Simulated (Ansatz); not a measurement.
# BP: strong compression

An exercise on one series of results from a longer session: the logs are not shown, and one member is left open.

Computed with Ansatz 0.2.0 (DFT r²SCAN, with the methods named in each step, unless a step's input says otherwise).

## The starting structure

The structure is cubic, space group Fm-3m (No. 225). Conventional cell: a = 4.309 Å, b = 4.309 Å, c = 4.309 Å, α = 90.00°, β = 90.00°, γ = 90.00°. Around B (site symmetry m-3m) lie 6 P at 2.15 Å. P (site symmetry m-3m) is surrounded by 6 B at 2.15 Å.

Coordinates:

```
CELL_PARAMETERS angstrom
0.00000 2.15443 2.15443
2.15443 0.00000 2.15443
2.15443 2.15443 0.00000
ATOMIC_POSITIONS crystal
B 0.00000 0.00000 0.00000
P 0.50000 0.50000 0.50000
```

Whether this phase is the stable one at these pressures isn't tested.

Atoms are numbered in the order of the input: B1, P2.

Set-up of the first run:

The input, input.yaml:

```yaml
crystal:
  lattice:
    - [0.0, 2.15443469, 2.15443469]
    - [2.15443469, 0.0, 2.15443469]
    - [2.15443469, 2.15443469, 0.0]
  atoms:
    - { symbol: B, position: [0.0, 0.0, 0.0] }
    - { symbol: P, position: [0.5, 0.5, 0.5] }
kpoints:
  mp_grid: { grid: [17, 17, 17] }
scf:
  occupations: { method: fermi_dirac, width: 0.1 }
hamiltonian:
  xc: r2scan
  pseudopotentials: { kind: paw }
output:
  forces: true
  stress: true
relax:
  f_tol: 0.005
  max_steps: 40
  cell: {}
```

Run with:

```console
ansatz run input.yaml --threads 1 --pin off --max-ram 2048MiB --backend cpu --events-out ev --progress --plain --runs-dir out
```

Among the steps run: Cell relaxed at zero pressure, PAW; Volume scaled by 1, PAW; Volume scaled by 0.94, PAW; Volume scaled by 0.88, PAW; Volume scaled by 0.8, PAW; Volume scaled by 0.72, PAW; Volume scaled by 0.64, PAW; Volume scaled by 0.55, PAW; Volume scaled by 0.55, PAW (level accurate).

One of the session's tables, all rows but one given; the rest of the session is left out.

| method | volume over the first | volume (Å³/atom) | pressure (GPa) |
| --- | --- | --- | --- |
| PAW | 1 | 10.078 | 0.01 |
| PAW | 0.94 | 9.473 | 11.04 |
| PAW | 0.88 | 8.869 | 25.76 |
| PAW | 0.8 | 8.062 | 53.51 |
| PAW | 0.72 | ? | ? |
| PAW | 0.64 | 6.450 | 159.11 |
| PAW | 0.55 | 5.543 | 275.20 |
| PAW (level accurate) | 0.55 | 5.543 | 275.94 |

**Question.** Estimate the row for PAW, 0.72.

The run gave: volume (Å³/atom): 7.256; pressure (GPa): 95.23. In the column «volume (Å³/atom)» it lies between PAW, 0.64 (6.450) and PAW, 0.8 (8.062).
